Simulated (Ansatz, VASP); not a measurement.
Ca: VASP beside Ansatz

```
Ca
1.0
     1.97128   -3.39549    0.00000
     1.97128    3.39549    0.00000
     0.00000    0.00000    6.50911
Ca
2
Direct
  0.83559 0.16441 0.25000
  0.16441 0.83559 0.75000
```

This isn't the form of Ca at room conditions, which is fcc.

Alike in both runs: task single point; functional PBE; k mesh 14 × 14 × 8; occupations gaussian, width 0.15 eV; no spin polarisation.

|  | VASP | Ansatz |
| --- | --- | --- |
| version | VASP 6.6.1 | Ansatz 0.2.0 |
| potentials or method | VASP PAW PBE potentials, release 64 (Ca_sv) | scalar-relativistic, plane waves, PAW |
| plane-wave cutoff (eV) | 520 | 420 |
| valence electrons in the cell | 20 | 20 |

Ansatz gave:

| Item | Value |
| --- | --- |
| gap on the k mesh at the Fermi level (eV) | none |
| pressure (GPa) | -0.5 |
| largest component of the traceless stress (GPa) | 0.18 |
| rms of the force components (eV/Å) | 0.009 |

Estimate VASP's values.

gap on the k mesh at the Fermi level (eV): none; pressure (GPa): -0.4; largest component of the traceless stress (GPa): 0.18; rms of the force components (eV/Å): 0.009.

Atom by atom the forces differ by 0.000 eV/Å (rms over components). A gap of «none» marks a metal or a gap that the smearing closes. The functional is the same, so the differences come from potentials, cutoffs and numerics.
